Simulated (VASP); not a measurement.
Write the native input for VASP 6.6.1 that does the following.

```
Task                   : single point
Functional             : PBEsol
Potentials or basis    : VASP PAW PBE potentials, release 64 (Zn)
Cutoff                 : 520 eV
k mesh                 : 20 × 20 × 20
Occupations            : gaussian, width 0.15 eV
Spin                   : no spin polarisation
Dipole correction      : no
Further INCAR settings : ALGO = Normal; EDIFF = 1e-06; NBANDS = 12
```

The structure of Zn lies in POSCAR:

```
Zn
1.0
    0.0000000000      1.9647760000      1.9647760000
    1.9647760000      0.0000000000      1.9647760000
    1.9647760000      1.9647760000      0.0000000000
Zn
1
Direct
    0.0000000000      0.0000000000      0.0000000000
```

This isn't the form of Zn at room conditions, which is hcp.

The input as run:

INCAR

```
  PREC = Accurate
  ENCUT = 520
  EDIFF = 1E-6
  ISMEAR = 0
  SIGMA = 0.15
  LREAL = False
  LASPH = True
  NELM = 60
  ALGO = Normal
  ISIF = 2
  LWAVE = False
  LCHARG = True
  GGA = PS
  LELF = True
  LVHAR = True
  NBANDS = 12
```

KPOINTS

```
regular mesh
0
Gamma
  20 20 20
```

Potentials or basis: VASP PAW PBE potentials, release 64 (Zn).

Command:

```console
$ cat potpaw_PBE.64/Zn/POTCAR > POTCAR
$ mpirun -np 1 vasp_std > vasp.out
```

Results of the run:

The pressure is -4.7 GPa and the band gap on the k mesh is none (metal or under the smearing width).

Caveat: the PAW data sets were made with another functional, which shifts forces and pressure a little.

It took 21 s on 1 thread of Intel(R) Xeon(R) Platinum 8488C (Sapphire Rapids), on a shared host, peak memory 0.17 GiB.
